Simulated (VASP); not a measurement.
# FeNi3 (Fm-3m) in VASP: single point with PBEsol

Aim: the single point of FeNi3 with PBEsol.

Program: VASP 6.6.1. These are calculated values, not measurements. Logs are shortened: lines on timing, memory, paths and dates and some standing lists are left out, and cuts for length are marked.

**1. Starting point**

Symmetry: Fm-3m, No. 225, cubic system. Conventional cell: a = 5.581 Å, b = 5.581 Å, c = 5.581 Å, α = 90.00°, β = 90.00°, γ = 90.00°. Around Fe (site symmetry m-3m) lie 8 Ni at 2.42 Å. Ni (site symmetry -43m) is surrounded by 4 Fe at 2.42 Å and 4 Ni at 2.42 Å. Around Ni (site symmetry m-3m) lie 8 Ni at 2.42 Å.

The cell comes from a database or a generator and needn't be the stable form of this composition.

**2. Single point, PBEsol, collinear spin, typed start**

Contents of INCAR:

```
SYSTEM = FeNi3
  PREC = Accurate
  ENCUT = 520
  EDIFF = 1E-6
  ISMEAR = 1
  SIGMA = 0.1
  LREAL = .FALSE.
  LASPH = .TRUE.
  NELM = 150
  ALGO = Normal
  ISIF = 2
  LWAVE = .FALSE.
  LCHARG = .TRUE.
  ISPIN = 2
  MAGMOM = 2.4 -1 1 -1
  LORBIT = 11
  LMAXMIX = 4
  GGA = PS
  LELF = .TRUE.
  LVHAR = .TRUE.
  NBANDS = 31
```

Contents of KPOINTS:

```
Automatic mesh
0
G
  8 8 8
  0 0 0
```

Contents of POSCAR:

```
FeNi3
1.0
    0.0000000000      2.7903700000      2.7903700000
    2.7903700000      0.0000000000      2.7903700000
    2.7903700000      2.7903700000      0.0000000000
Fe Ni
1 3
Direct
    0.0000000000      0.0000000000      0.0000000000
    0.7500000000      0.7500000000      0.7500000000
    0.2500000000      0.2500000000      0.2500000000
    0.5000000000      0.5000000000      0.5000000000
```

Potentials or basis: VASP PAW PBE potentials, release 64 (Fe, Ni).

The run is started by

```bash
cat potpaw_PBE.64/Fe/POTCAR potpaw_PBE.64/Ni/POTCAR > POTCAR
mpirun -np 1 vasp_std > vasp.out
```

OUTCAR:

```text
SYSTEM = FeNi3
   PREC = Accurate
   ENCUT = 520
   EDIFF = 1E-6
   ISMEAR = 1
   LREAL = .FALSE.
   LASPH = .TRUE.
   NELM = 150
   ISIF = 2
   ISPIN = 2
   LORBIT = 11
   GGA = PS

 ion  position               nearest neighbor table
   1  0.000  0.000  0.000-   2 2.42   3 2.42   2 2.42   2 2.42   2 2.42   3 2.42   3 2.42   3 2.42
                             4 2.79   4 2.79   4 2.79   4 2.79   4 2.79   4 2.79
   2  0.750  0.750  0.750-   1 2.42   4 2.42   4 2.42   4 2.42   4 2.42   1 2.42   1 2.42   1 2.42
                             3 2.79   3 2.79   3 2.79   3 2.79   3 2.79   3 2.79
   3  0.250  0.250  0.250-   1 2.42   4 2.42   1 2.42   1 2.42   1 2.42   4 2.42   4 2.42   4 2.42
                             2 2.79   2 2.79   2 2.79   2 2.79   2 2.79   2 2.79
   4  0.500  0.500  0.500-   2 2.42   3 2.42   3 2.42   3 2.42   3 2.42   2 2.42   2 2.42   2 2.42
                             1 2.79   1 2.79   1 2.79   1 2.79   1 2.79   1 2.79

  LATTYP: Found a face centered cubic cell.
 ALAT       =     5.5807400000

  Lattice vectors:

 A1 = (   0.0000000000,   2.7903700000,   2.7903700000)
 A2 = (   2.7903700000,   0.0000000000,   2.7903700000)
 A3 = (   2.7903700000,   2.7903700000,   0.0000000000)

Analysis of symmetry for initial positions (statically):
=====================================================================
 Subroutine PRICEL returns:
 Original cell was already a primitive cell.

 Routine SETGRP: Setting up the symmetry group for a
 face centered cubic supercell.

 Subroutine GETGRP returns: Found 48 space group operations
 (whereof 48 operations were pure point group operations)
 out of a pool of 48 trial point group operations.

The static configuration has the point symmetry O_h .

Analysis of symmetry for dynamics (positions and initial velocities):
=====================================================================
 Subroutine PRICEL returns:
 Original cell was already a primitive cell.

 Routine SETGRP: Setting up the symmetry group for a
 face centered cubic supercell.

 Subroutine GETGRP returns: Found 48 space group operations
 (whereof 48 operations were pure point group operations)
 out of a pool of 48 trial point group operations.

The dynamic configuration has the point symmetry O_h .

Analysis of structural, dynamic, and magnetic symmetry:
=====================================================================
 Subroutine PRICEL returns:
 Original cell was already a primitive cell.

 Routine SETGRP: Setting up the symmetry group for a
 face centered cubic supercell.

 Subroutine GETGRP returns: Found 24 space group operations
 (whereof 24 operations were pure point group operations)
 out of a pool of 48 trial point group operations.

The overall configuration has the point symmetry T_d .

 Subroutine INISYM returns: Found 24 space group operations
 (whereof 24 operations are pure point group operations),
 and found     1 'primitive' translations

----------------------------------------------------------------------------------------

                                     Primitive cell

  volume of cell :      43.4526

  direct lattice vectors                    reciprocal lattice vectors
     0.000000000  2.790370000  2.790370000    -0.179187706  0.179187706  0.179187706
     2.790370000  0.000000000  2.790370000     0.179187706 -0.179187706  0.179187706
     2.790370000  2.790370000  0.000000000     0.179187706  0.179187706 -0.179187706

  length of vectors
     3.946179098  3.946179098  3.946179098     0.310362211  0.310362211  0.310362211

  position of ions in fractional coordinates (direct lattice)
     0.000000000  0.000000000  0.000000000
     0.750000000  0.750000000  0.750000000
     0.250000000  0.250000000  0.250000000
     0.500000000  0.500000000  0.500000000

  ion indices of the primitive-cell ions
   primitive index   ion index
                 1           1
                 2           2
                 3           3
                 4           4

----------------------------------------------------------------------------------------

 KPOINTS: Automatic mesh

[... 24 lines left out ...]
  0.000000  0.000000  0.000000      1.000000
  0.125000  0.000000  0.000000      8.000000
  0.250000  0.000000  0.000000      8.000000
  0.375000  0.000000  0.000000      8.000000
  0.500000  0.000000  0.000000      4.000000
  0.125000  0.125000  0.000000      6.000000
[... 16 lines left out ...]
  0.500000  0.250000  0.125000     48.000000
 -0.375000  0.250000  0.125000     24.000000
 [... further k-points ...]
   k-points           NKPTS =     29   k-points in BZ     NKDIM =     29   number of bands    NBANDS=     31
   number of dos      NEDOS =    301   number of ions     NIONS =      4
   total plane-waves  NPLWV =  27000
   dimension x,y,z NGX =    30 NGY =   30 NGZ =   30
   dimension x,y,z NGXF=    60 NGYF=   60 NGZF=   60
   ions per type =               1   3
   NGX,Y,Z   is equivalent  to a cutoff of  12.64, 12.64, 12.64 a.u.
   NGXF,Y,Z  is equivalent  to a cutoff of  25.28, 25.28, 25.28 a.u.
 SYSTEM =  FeNi3
   PREC   = accura    normal or accurate (medium, high low for compatibility)
   ISTART =      0    job   : 0-new  1-cont  2-samecut
   ICHARG =      2    charge: 1-file 2-atom 10-const
   ISPIN  =      2    spin polarized calculation?
   LNONCOLLINEAR =      F non collinear calculations
   LSORBIT =      F    spin-orbit coupling
   LASPH  =      T    aspherical Exc in radial PAW
   ENCUT  =  520.0 eV  38.22 Ry    6.18 a.u.   7.34  7.34  7.34*2*pi/ulx,y,z
   NELM   =    150;   NELMIN=  2; NELMDL= -5     # of ELM steps
   EDIFF  = 0.1E-05   stopping-criterion for ELM
   LREAL  =      F    real-space projection
   EDIFFG = 0.1E-04   stopping-criterion for IOM
   NSW    =      0    number of steps for IOM
   IBRION =     -1    ionic relax: 0-MD 1-quasi-New 2-CG
   NFREE  =      0    steps in history (QN), initial steepest desc. (CG)
   ISIF   =      2    stress and relaxation
   ISYM   =      2    0-nonsym 1-usesym 2-fastsym
   POTIM  = 0.5000    time-step for ionic-motion
   TEBEG  =    0.0;   TEEND  =   0.0 temperature during run
   PSTRESS=    0.0 pullay stress
   NELECT =      38.0000    total number of electrons
   NUPDOWN=      -1.0000    fix difference up-down
   EMIN   =  10.00;   EMAX   =-10.00  energy-range for DOS
   EFERMI =   0.00;   METHOD = LEGACY
   ISMEAR =     1;   SIGMA  =   0.10  broadening in eV -4-tet -1-fermi 0-gaus
   EFERMI_NEDOS =   21; number of points for ismear=-14 and -15
   IALGO  =     38    algorithm
   IMIX   =      4    mixing-type and parameters
     AMIX     =   0.40;   BMIX     =  1.00
     AMIX_MAG =   1.60;   BMIX_MAG =  1.00
  volume/ion in A,a.u.               =      10.86        73.31
  Fermi-wavevector in a.u.,A,eV,Ry     =   1.565540  2.958442 33.346740  2.450916
  Thomas-Fermi vector in A             =   2.668001
   LORBIT       =     11    0 simple, 1 ext, 2 COOP (PROOUT), +10 PAW based schemes
   GGA     = PS    functional components
   LHFCALC =     F    Hartree Fock is set to
   AEXX    =    0.0000 exact exchange contribution
   IVDW    =     0    specifies the selected vdW correction
   LEPSILON=     F    determine dielectric tensor
   LRPA    =     F    only Hartree local field effects (RPA)
 spin polarized calculation
 Methfessel and Paxton  Order N= 1 SIGMA  =   0.10
  energy-cutoff  :      520.00
  volume of cell :       43.45
 maximum number of plane-waves:      1211
 NGX is ok and might be reduce to    30
   NGX = 15   NGY = 15   NGZ = 15

 number of electron      38.0000020 magnetization       4.3551992

 Free energy of the ion-electron system (eV)
  ---------------------------------------------------
  ext. energy  EPLUGINS =         0.00000000
  ---------------------------------------------------
  free energy    TOTEN  =       -27.17467820 eV

  energy without entropy =      -27.17590190  energy(sigma->0) =      -27.17508610

 E-fermi :   8.5477     XC(G=0): -13.4584

 val. band max:        8.5445838880   @ k =   0.3750   0.2500   0.0000
 cond. band min:       8.5839957819   @ k =   0.2500   0.1250   0.0000
 fundamental gap:      0.0394118939
 Fermi energy:         8.5477068530

 spin component 1

 k-point     1 :       0.0000    0.0000    0.0000
  band No.  band energies     occupation
      1      -0.5727      1.00000
      2       3.7880      1.00000
      3       3.7880      1.00000
      4       4.8685      1.00000
      5       4.8685      1.00000
      6       4.8685      1.00000
[... 805 lines left out ...]
     30      21.4190      0.00000
     31      25.4953      0.00000

 [... further k-points ...]

 spin component 2

 k-point     1 :       0.0000    0.0000    0.0000
  band No.  band energies     occupation
      1      -0.4788      1.00000
      2       4.6737      1.00000
      3       4.6737      1.00000
      4       5.7148      1.00000
      5       5.7148      1.00000
      6       5.7148      1.00000
[... 805 lines left out ...]
     30      21.8077      0.00000
     31      25.7546      0.00000

 [... further k-points ...]

------------------------ aborting loop because EDIFF is reached ----------------------------------------

  FORCE on cell =-STRESS in cart. coord.  units (eV):
  Direction    XX          YY          ZZ          XY          YZ          ZX
  --------------------------------------------------------------------------------------
  -------------------------------------------------------------------------------------
  Total       -0.9078604     -0.9078604     -0.9078604     -0.0000000     -0.0000000      0.0000000
  in kB      -33.4745133    -33.4745133    -33.4745133     -0.0000000     -0.0000000      0.0000000
  external PRESSURE =     -33.4745133 kB  Pullay stress =       0.0000000 kB

 VOLUME and BASIS-vectors are now :
 -----------------------------------------------------------------------------
  energy-cutoff  :      520.00
  volume of cell :       43.45
      direct lattice vectors                 reciprocal lattice vectors
     0.000000000  2.790370000  2.790370000    -0.179187706  0.179187706  0.179187706
     2.790370000  0.000000000  2.790370000     0.179187706 -0.179187706  0.179187706
     2.790370000  2.790370000  0.000000000     0.179187706  0.179187706 -0.179187706

 POSITION                                       TOTAL-FORCE (eV/Angst)
 -----------------------------------------------------------------------------------
      0.00000      0.00000      0.00000        -0.000000     -0.000000      0.000000
      4.18555      4.18555      4.18555        -0.000000     -0.000000     -0.000000
      1.39518      1.39518      1.39518         0.000000      0.000000      0.000000
      2.79037      2.79037      2.79037        -0.000000      0.000000      0.000000
 -----------------------------------------------------------------------------------
    total drift:                                0.000000      0.000000      0.000000

  FREE ENERGIE OF THE ION-ELECTRON SYSTEM (eV)
  ---------------------------------------------------
  free  energy   TOTEN  =       -27.1746782028 eV

  energy  without entropy=      -27.1759019038  energy(sigma->0) =      -27.17508610

 total charge

# of ion       s       p       d       tot
------------------------------------------
    1        0.479   0.520   6.152   7.151
    2        0.517   0.529   8.341   9.387
    3        0.517   0.529   8.341   9.387
    4        0.499   0.511   8.380   9.390
--------------------------------------------------
tot          2.012   2.090  31.213  35.315

 magnetization (x)

# of ion       s       p       d       tot
------------------------------------------
    1        0.007  -0.002   2.794   2.799
    2       -0.009  -0.033   0.673   0.631
    3       -0.009  -0.033   0.673   0.631
    4       -0.016  -0.032   0.340   0.292
--------------------------------------------------
tot         -0.027  -0.099   4.479   4.353
```

It took 2.1 min on 1 thread of Intel Xeon Platinum 8488C (Sapphire Rapids), shared host; peak memory 0.22 GiB.

What came out:

* Free energy: -27.1747 eV
* Pressure: -3.3 GPa
* Band gap on the k mesh: none (metal or under the smearing width)
* Net moment: 4.36 μB per cell
* Site moments: Fe +2.80; Ni +0.63, +0.29 μB
* Valence electrons inside the program's atomic spheres: Fe 7.15; Ni 9.39

Caveat: the PAW data sets were made with another functional, which shifts forces and pressure a little.
